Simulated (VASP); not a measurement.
Set up this calculation in VASP 6.6.1, as the native input.

```yaml
Task: atomic charges
Functional: revPBE
Dispersion: D4
Potentials_or_basis: VASP PAW PBE potentials, release 64 (Ta_pv, As)
Cutoff: 520 eV
k_mesh: 5 × 5 × 4
Occupations: fermi-dirac, width 0.05 eV
Spin: non-collinear spin, random start
Starting_moments: "[[-0.121, 0.205, -0.029], [0.094, -0.491, 0.008], [0.0, -0.0, 0.0], [-0.0, -0.0, 0.0]] μB"
Further_INCAR_settings: ALGO = Fast; EDIFF = 1e-07
```

The structure of TaAs lies in POSCAR:

```
TaAs
1.0
    4.3770600000      0.0000000000      0.0000000000
   -2.1885300000      3.7906500000      0.0000000000
    0.0000000000      0.0000000000      5.1254300000
Ta As
2 2
Direct
    0.6666700000      0.3333300000      0.7500000000
    0.3333300000      0.6666700000      0.2500000000
    0.3333300000      0.6666700000      0.7500000000
    0.6666700000      0.3333300000      0.2500000000
```

The cell was built by a generator and needn't be a form met in nature.

The input as run:

INCAR

```
SYSTEM = TaAs
PREC = Accurate
ENCUT = 520
EDIFF = 1E-7
ISMEAR = -1
SIGMA = 0.05
LREAL = .FALSE.
LASPH = .TRUE.
NELM = 80
ALGO = Fast
ISIF = 2
LWAVE = .FALSE.
LCHARG = .FALSE.
LNONCOLLINEAR = .TRUE.
MAGMOM = -0.121 0.205 -0.029 0.094 -0.491 0.008 0 0 0 0 0 0
LORBIT = 11
LMAXMIX = 4
GGA = RE
IVDW = 13
```

KPOINTS

```
Automatic mesh
0
G
  5 5 4
  0 0 0
```

Potentials or basis: VASP PAW PBE potentials, release 64 (Ta_pv, As).

Command:

```bash
$ cat potpaw_PBE.64/Ta_pv/POTCAR potpaw_PBE.64/As/POTCAR > POTCAR
$ mpirun -np 1 vasp_ncl > vasp.out
```

It gave:

- Pressure: 1.4 GPa
- Band gap on the k mesh: none (metal or under the smearing width)
- Net moment: 0.00 μB per cell
- Valence electrons inside the program's atomic spheres: Ta 8.87; As 2.98
- Dispersion energy per atom: -0.541 eV

Caveat: the PAW data sets were made with another functional, which shifts forces and pressure a little; pairwise dispersion overbinds metals, which lowers pressure and volume.

Wall time 24 min on 1 thread of AMD EPYC 7R13 Processor (Zen 3) (shared host), peak memory 0.69 GiB.
